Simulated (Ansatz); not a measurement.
The system is InAs.

```
CELL_PARAMETERS angstrom
0.00000 3.01800 3.01800
3.01800 0.00000 3.01800
3.01800 3.01800 0.00000
ATOMIC_POSITIONS crystal
In 0.00000 0.00000 0.00000
As 0.75000 0.75000 0.75000
```

Base run:

| Quantity | Value |
| --- | --- |
| Program | Ansatz 0.2.0 |
| Functional | PBEsol |
| Potentials or basis | all-electron LAPW, inner shells corrected to Dirac's equation |
| Cutoff | 283 eV (chosen from the basis error) |
| Basis error allowed | 0.001 eV/atom |
| k mesh | 8 × 8 × 8 |
| Occupations | fermi-dirac, width 0.05 eV |
| Spin | no spin polarisation |

Its results: pressure 1.5 GPa.

Problem. The run is repeated on the same cell with these changes: potentials or basis from all-electron LAPW, inner shells corrected to Dirac's equation to all-electron LAPW, non-relativistic. What comes out?

Solution. Pressure 2.8 GPa.

Caveats: relativity is left out, which matters for the heavier elements (some runs).
